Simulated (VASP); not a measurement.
Set up this calculation in VASP 6.6.1, as the native input.

```
Task                   : band structure
Functional             : revTPSS
Potentials or basis    : VASP PAW PBE potentials, release 64 (In_d, Pd)
Cutoff                 : 520 eV
k mesh                 : 8 × 8 × 8
Occupations            : fermi-dirac, width 0.05 eV
Spin                   : no spin polarisation
Further INCAR settings : ALGO = Normal; EDIFF = 1e-07
```

The structure of InPd lies in POSCAR:

```
InPd
1.0
    3.2718847800      0.0000000000      0.0000000000
    0.0000000000      3.2718847800      0.0000000000
    0.0000000000      0.0000000000      3.2718847800
In Pd
1 1
Direct
    0.0000000000      0.0000000000      0.0000000000
    0.5000000000      0.5000000000      0.5000000000
```

The cell comes from a database or a generator and needn't be the stable form of this composition.

These files were run (other wordings do the same):

INCAR

```
ALGO = Normal
EDIFF = 1E-7
ENCUT = 520
ISIF = 2
ISMEAR = -1
LASPH = T
LCHARG = F
LMAXMIX = 4
LMIXTAU = T
LREAL = F
LWAVE = F
METAGGA = RTPSS
NELM = 100
PREC = Accurate
SIGMA = 0.05
```

KPOINTS

```
k-points
0
Gamma
  8 8 8
```

KPOINTS_OPT

```
path GXMGRX,MR
15
line-mode
reciprocal
 0.0000000000  0.0000000000  0.0000000000  G
 0.0000000000  0.5000000000  0.0000000000  X

 0.0000000000  0.5000000000  0.0000000000  X
 0.5000000000  0.5000000000  0.0000000000  M

 0.5000000000  0.5000000000  0.0000000000  M
 0.0000000000  0.0000000000  0.0000000000  G

 0.0000000000  0.0000000000  0.0000000000  G
 0.5000000000  0.5000000000  0.5000000000  R

 0.5000000000  0.5000000000  0.5000000000  R
 0.0000000000  0.5000000000  0.0000000000  X

 0.5000000000  0.5000000000  0.0000000000  M
 0.5000000000  0.5000000000  0.5000000000  R
```

Potentials or basis: VASP PAW PBE potentials, release 64 (In_d, Pd).

Launch:

```console
$ cat potpaw_PBE.64/In_d/POTCAR potpaw_PBE.64/Pd/POTCAR > POTCAR
$ mpirun -np 1 vasp_std > vasp.out
```

Results of the run:

```
Pressure                : -3.1 GPa
Band gap along the path : none (metal or under the smearing width)
```

Caveat: the PAW data sets were made with another functional, which shifts forces and pressure a little; spin-orbit coupling is left out, which moves the levels of the heavy elements.

It took 41 s on 1 thread of Intel(R) Xeon(R) 6975P-C (Granite Rapids), on a shared host, peak memory 0.16 GiB.
